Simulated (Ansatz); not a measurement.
**SnO in Ansatz: the effect of functional**

Crystal: SnO.

```
CELL_PARAMETERS angstrom
3.88849 0.00000 0.00000
0.00000 3.88849 0.00000
0.00000 0.00000 4.98276
ATOMIC_POSITIONS crystal
Sn 0.50000 0.00000 0.76463
Sn 0.00000 0.50000 0.23537
O 0.00000 0.00000 0.00000
O 0.50000 0.50000 0.00000
```

The cell is a database's computed one.

The cell isn't the ideal one: volume scaled by 1.06.

Alike in all runs:

| Property | Result |
| --- | --- |
| Program | Ansatz 0.2.0 |
| Task | single point |
| Potentials or basis | Ansatz PAW |
| k mesh | 7 × 7 × 6 |
| Occupations | fermi-dirac, width 0.05 eV |
| Spin | no spin polarisation |

Question: One run gave: gap on the mesh 0.57 eV; pressure -1.5 GPa; largest force 0.38 eV/Å. Which functional did it use?
A. r2SCAN
B. LDA
C. PBE

Answer: C.

```tsv
functional	cutoff	gap on the mesh (eV)	pressure (GPa)	largest force (eV/Å)
LDA	420 eV (not typed: the program's choice for these potentials)	0.64	-7.8	0.95
r2SCAN	500 eV (not typed: the program's choice for these potentials)	0.73	-5.4	0.88
PBE	420 eV (not typed: the program's choice for these potentials)	0.57	-1.5	0.38
```

Caveats: odd divisions of the mesh miss points on the zone boundary, where band edges often lie, so the gap on the mesh can be too wide; spin-orbit coupling is left out, which moves the levels of the heavy elements; the PAW data sets come from PBE, with cores solved anew for the run's functional, which leaves a small shift of forces and pressure (some runs).

A k mesh can miss the band edges.
